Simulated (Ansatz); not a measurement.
## AlN: moving Al off its site

AlN, F-43m, a = 4.368 Å (as given, not relaxed at this level: 0.3 GPa). This isn't the usual stable structure of the compound. Ansatz: r2SCAN, PAW, 500 eV, Γ-centred 10×10×10 mesh on 2 atoms, Gaussian smearing 0.05 eV; no spin polarisation.

```yaml
crystal:
  lattice:
    - [0.00000, 2.18399, 2.18399]
    - [2.18399, 0.00000, 2.18399]
    - [2.18399, 2.18399, 0.00000]
  atoms:
    - { symbol: Al, position: [0.00000, 0.00000, 0.00000] }
    - { symbol: N, position: [0.75000, 0.75000, 0.75000] }
```

Atom 1 (Al) moves by x along the unit vector (0.577, 0.577, 0.577), with its periodic images; all else is held. y is the free energy of the cell over the start, F the force along the path summed over the moved atoms.

| x (Å) | y (meV) | F (eV/Å) |
| --- | --- | --- |
| -0.200 | ? | ? |
| -0.150 | 214.1 | 3.20 |
| -0.100 | 87.8 | 1.90 |
| -0.050 | 20.3 | 0.84 |
| 0.000 | 0.0 | 0.00 |
| 0.050 | 17.3 | -0.67 |
| 0.100 | 64.0 | -1.18 |
| 0.150 | 133.0 | -1.56 |
| 0.175 | 173.9 | -1.71 |
| 0.200 | 218.1 | -1.83 |

Fit y = c2 x² + c3 x³ + c4 x⁴ to the energies of the other rows, give the force constant, and predict energy and force of the missing row.

Least squares on the rows shown. y = 7519.0 x² − 12015 x³ + 8466.5 x⁴. The force constant is 2 c2 = 15.0 eV/Å² (for all images moving together, not for a lone atom). With two atoms in a cubic cell this is the optical mode at Γ without the LO field: ω = 521.5 √(2 c2/μ) = 666 cm⁻¹ for μ = 9.22 u. The force −dy/dx at the missing row is 4.72 eV/Å (computed 4.82). At x = -0.200 the fit asked for gives 410.4 meV. The run gave 413.1 meV, so the fit is 2.7 meV too low, a small miss on the scale of the series.